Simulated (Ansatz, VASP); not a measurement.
# One calculation of MgS, two programs

File INCAR:

```
SYSTEM = MgS
PREC     = Accurate       ! precision mode
ENCUT    = 520            ! plane-wave cutoff, eV
EDIFF    = 1E-6           ! SCF threshold, eV
ISMEAR   = 0              ! smearing method
SIGMA    = 0.05           ! smearing width, eV
LREAL    = .False.        ! projectors in reciprocal space
LASPH    = .True.         ! aspherical terms in the spheres
NELM     = 100            ! most SCF steps
ALGO     = Normal         ! electronic algorithm
ISIF     = 2              ! what is computed and relaxed
LWAVE    = .False.        ! write WAVECAR
LCHARG   = .False.        ! write CHGCAR
GGA      = PS             ! functional
NBANDS   = 11             ! bands
```

File KPOINTS:

```
regular mesh
0
Gamma
  8 8 8
  0 0 0
```

POSCAR

```
MgS
1.0
    0.0000000000      2.6666912500      2.4715675000
    2.6666912500      0.0000000000      2.4715675000
    2.6666912500      2.6666912500      0.0000000000
Mg S
1 1
Direct
    0.0000000000      0.0000000000      0.0000000000
    0.5000000000      0.5000000000      0.5000000000
```

Input for Ansatz:

```yaml
crystal:
  lattice:
    - [0.0, 2.66669125, 2.4715675]
    - [2.66669125, 0.0, 2.4715675]
    - [2.66669125, 2.66669125, 0.0]
  atoms:
    - { symbol: Mg, position: [0.0, 0.0, 0.0] }
    - { symbol: S, position: [0.5, 0.5, 0.5] }
basis:
  ecutwfc: 420
kpoints:
  mp_grid: { grid: [8, 8, 8] }
hamiltonian:
  xc: pbesol
scf:
  occupations: { method: gaussian, width: 0.05 }
output:
  forces: true
  stress: true
  eigenvalues: true
```

Change from the starting cell: strain +0.025 along x and y, -0.050 along z, atoms carried along.

Alike in both runs: task single point; functional PBEsol; k mesh 8 × 8 × 8; occupations gaussian, width 0.05 eV; no spin polarisation.

```csv
,VASP,Ansatz
version,VASP 6.6.1,Ansatz 0.2.0
potentials or method,"VASP PAW PBE potentials, release 64 (Mg, S)","scalar-relativistic, plane waves, PAW"
plane-wave cutoff (eV),520,420
valence electrons in the cell,8,16
```

Ansatz gave:

```
gap on the k mesh at the Fermi level (eV)       : 2.41
least direct gap on the mesh (eV)               : 3.49
pressure (GPa)                                  : 0.2
largest component of the traceless stress (GPa) : 6.09
```

Question: Which values does VASP return?

Answer: gap on the k mesh at the Fermi level (eV): 2.41; least direct gap on the mesh (eV): 3.49; pressure (GPa): 0.0; largest component of the traceless stress (GPa): 6.08.

The two sets of potentials don't hold the same shells in valence.

Caveats: the PAW data sets were made with another functional, which shifts forces and pressure a little (VASP). A k mesh can miss the band edges.
